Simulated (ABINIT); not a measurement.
Crystal: W.

```xyz
1
Lattice="-1.5823 1.5823 1.5823 1.5823 -1.5823 1.5823 1.5823 1.5823 -1.5823" Properties=species:S:1:pos:R:3 pbc="T T T"
W     0.0000    0.0000    0.0000
```

| Quantity | Value |
| --- | --- |
| Program | ABINIT 10.8.3 (patched build) |
| Task | relaxation of cell and atoms |
| Functional | PBE |
| Potentials or basis | PseudoDojo NC SR PBE v0.4.1 standard |
| Cutoff | 1007 eV |
| k mesh | 9 × 9 × 9 |
| Occupations | fermi-dirac, width 0.05 eV |
| Spin | no spin polarisation |

At the start: pressure 5.5 GPa; volume 15.85 Å³/atom.

Task: Where does the relaxation end?

Result: Over 4 steps the energy falls by 4.7 meV/atom and the volume is 16.13 Å³/atom (+1.8 %); space group Im-3m (No. 229, to 0.05 Å).

The path:
| step | energy change (eV) | largest force (eV/Å) | pressure (GPa) | volume (Å³) |
| --- | --- | --- | --- | --- |
| 1 | 0.0000 | 0.0000 | 5.50 | 15.85 |
| 2 | -0.0047 | 0.0000 | 0.22 | 16.12 |
| 3 | -0.0047 | 0.0000 | 0.01 | 16.13 |
| 4 | -0.0047 | 0.0000 | 0.00 | 16.13 |

Final structure:
```
CELL_PARAMETERS angstrom
-1.59160 1.59160 1.59160
1.59160 -1.59160 1.59160
1.59160 1.59160 -1.59160
ATOMIC_POSITIONS crystal
W 0.00000 0.00000 0.00000
```
